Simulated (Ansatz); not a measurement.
Write the native input for Ansatz 0.2.0 that does the following.

- Task: band structure
- Functional: PBE
- Potentials or basis: Ansatz NC
- Cutoff: 1240 eV (not typed: the program's choice for these potentials)
- k mesh: 6 × 6 × 5
- Occupations: fermi-dirac, width 0.05 eV
- Spin: no spin polarisation
- Path: [["G", "M", "K", "G", "A", "L", "H", "A"], ["L", "M"], ["K", "H"]]
- Points for each segment of the path: 10

TiO2:

```
Ti O
1.0
     5.58222    0.00000    0.00000
    -2.79111    4.83435    0.00000
     0.00000    0.00000    6.08247
Ti O
3 6
Direct
  0.46694 0.00000 0.33333
  0.00000 0.46694 0.66667
  0.53306 0.53306 0.00000
  0.58107 0.85143 0.12066
  0.72963 0.14857 0.54600
  0.27037 0.41893 0.78733
  0.85143 0.58107 0.87934
  0.14857 0.72963 0.45400
  0.41893 0.27037 0.21267
```

Measurements of this composition are mostly on another form, of space group No. 141.

These files were run (other wordings do the same):

input.yaml

```yaml
crystal:
  lattice:
    - [5.5822227355, 0.0, 0.0]
    - [-2.7911113678, 4.8343466985, 0.0]
    - [0.0, 0.0, 6.08246788]
  atoms:
    - { symbol: Ti, position: [0.46693675, 0.0, 0.3333333333] }
    - { symbol: Ti, position: [0.0, 0.46693675, 0.6666666667] }
    - { symbol: Ti, position: [0.53306325, 0.53306325, 0.0] }
    - { symbol: O, position: [0.58106572, 0.85143318, 0.1206639333] }
    - { symbol: O, position: [0.72963254, 0.14856682, 0.5460027333] }
    - { symbol: O, position: [0.27036746, 0.41893428, 0.7873306] }
    - { symbol: O, position: [0.85143318, 0.58106572, 0.8793360667] }
    - { symbol: O, position: [0.14856682, 0.72963254, 0.4539972667] }
    - { symbol: O, position: [0.41893428, 0.27036746, 0.2126694] }
hamiltonian:
  xc: pbe
  pseudopotentials: { kind: nc }
kpoints:
  mp_grid: { grid: [6, 6, 5] }
  band_path:
    path:
      - [[0.0, 0.0, 0.0], [0.5, 0.0, 0.0], [0.3333333333, 0.3333333333, 0.0], [0.0, 0.0, 0.0], [0.0, 0.0, 0.5], [0.5, 0.0, 0.5], [0.3333333333, 0.3333333333, 0.5], [0.0, 0.0, 0.5]]
      - [[0.5, 0.0, 0.5], [0.5, 0.0, 0.0]]
      - [[0.3333333333, 0.3333333333, 0.0], [0.3333333333, 0.3333333333, 0.5]]
    npoints: 10
scf:
  occupations: { method: fermi_dirac, width: 0.05 }
  n_extra_bands: 22
output:
  forces: true
  stress: true
  eigenvalues: true
  fatbands: false
```

Potentials or basis: Ansatz NC.

Command:

```console
$ ansatz run input.yaml --threads 4 --pin off --max-ram 11264MiB --backend cpu --events-out ev --progress --plain --runs-dir out
```

It gave:

```yaml
Pressure: 1.4 GPa
Largest_force: 0.043 eV/Å
Band_gap_on_the_k_mesh: 3.64 eV, indirect (least direct gap 3.65 eV)
Band_gap_along_the_path: 3.57 eV, direct
```

Caveat: the k mesh misses the band edges, so the gap on the mesh is wider than the one along the path.

Run time: 2.5 min on 4 threads of Arm Neoverse N1 (shared host), peak memory 2.6 GiB.
